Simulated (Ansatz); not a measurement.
# ZnSe: band gap under strain

How does strain move the band edges of ZnSe in the zincblende structure, and do the functionals agree on it? States: no strain; -5.0 % equal strain in all directions; +5.0 % biaxial strain in x and y, free along z.

Program: Ansatz 0.2.0. PAW datasets, plane waves. Calculated at 0 K for a non-magnetic cell.

## (1) The cell

The unstrained cell was relaxed with r2SCAN; in each strained cell the atoms were relaxed again with r2SCAN. Names of k-points are those of the unstrained zone, where strain can split equivalent points. First state: no strain.

It is cubic, F-43m (No. 216); a = 5.665 Å in the conventional setting, 22.72 Å³ an atom. Zn has 4 Se at 2.45 Å; Se has 4 Zn at 2.45 Å.

Coordinates:

```
CELL_PARAMETERS angstrom
0.00000 2.83242 2.83242
2.83242 0.00000 2.83242
2.83242 2.83242 0.00000
ATOMIC_POSITIONS crystal
Zn 0.00000 0.00000 0.00000
Se 0.25000 0.25000 0.25000
```

## (2) No strain: PBE

Input file input.yaml:

```yaml
crystal:
  lattice:
    - [0.0, 2.8324206848, 2.8324206848]
    - [2.8324206848, 0.0, 2.8324206848]
    - [2.8324206848, 2.8324206848, 0.0]
  atoms:
    - { symbol: Zn, position: [0.0, 0.0, 0.0] }
    - { symbol: Se, position: [0.25, 0.25, 0.25] }
kpoints:
  mp_grid: { grid: [8, 8, 8] }
  band_path:
    path:
      - [0.0, 0.0, 0.0]
      - [-0.5, -0.5, 0.0]
      - [-0.375, -0.375, 0.25]
      - [-0.375, 0.0, 0.375]
      - [0.0, 0.0, 0.5]
      - [-0.5, -0.25, 0.25]
    npoints: 1
hamiltonian:
  xc: pbe
scf:
  occupations: { method: fermi_dirac, width: 0.02 }
  n_extra_bands: 4
output:
  forces: true
  stress: true
  eigenvalues: true
```

Launch:

```sh
ansatz run input.yaml --threads 4 --pin off --max-ram 4608MiB --backend cpu --events-out ev --progress --plain --runs-dir out
```

Further steps of the session: No strain: r2SCAN; No strain: HSE06; No strain: G0W0@PBE; -5.0 % equal strain in all directions: PBE; -5.0 % equal strain in all directions: r2SCAN; -5.0 % equal strain in all directions: HSE06; -5.0 % equal strain in all directions: G0W0@PBE; +5.0 % biaxial strain in x and y, free along z: PBE; +5.0 % biaxial strain in x and y, free along z: r2SCAN; +5.0 % biaxial strain in x and y, free along z: HSE06; +5.0 % biaxial strain in x and y, free along z: G0W0@PBE.

Before running it: what results should come out?

The runs gave:

Least gap in eV (negative: overlap), with the change from the unstrained cell in brackets. G0W0 is on its own coarse mesh.

```
                                         state  volume change (%)           PBE        r2SCAN         HSE06          G0W0
                                     no strain               +0.0          1.29          1.87          2.42          2.27
         -5.0 % equal strain in all directions              -14.3  1.94 (+0.65)  2.56 (+0.69)  3.14 (+0.72)  3.10 (+0.83)
+5.0 % biaxial strain in x and y, free along z               +3.5  0.90 (-0.39)  1.47 (-0.40)  2.00 (-0.42)  1.79 (-0.48)
```

**Reading.** With HSE06, of the states in the table -5.0 % equal strain in all directions shifts the gap most, by +0.718 eV. PBE and HSE06 differ by 1.13 eV on the unstrained gap, and by at most 0.07 eV on its change: PBE follows the response to strain far better than the gap itself. The G0W0 figures hold for the stated bands, cutoff and mesh and aren't extrapolated.
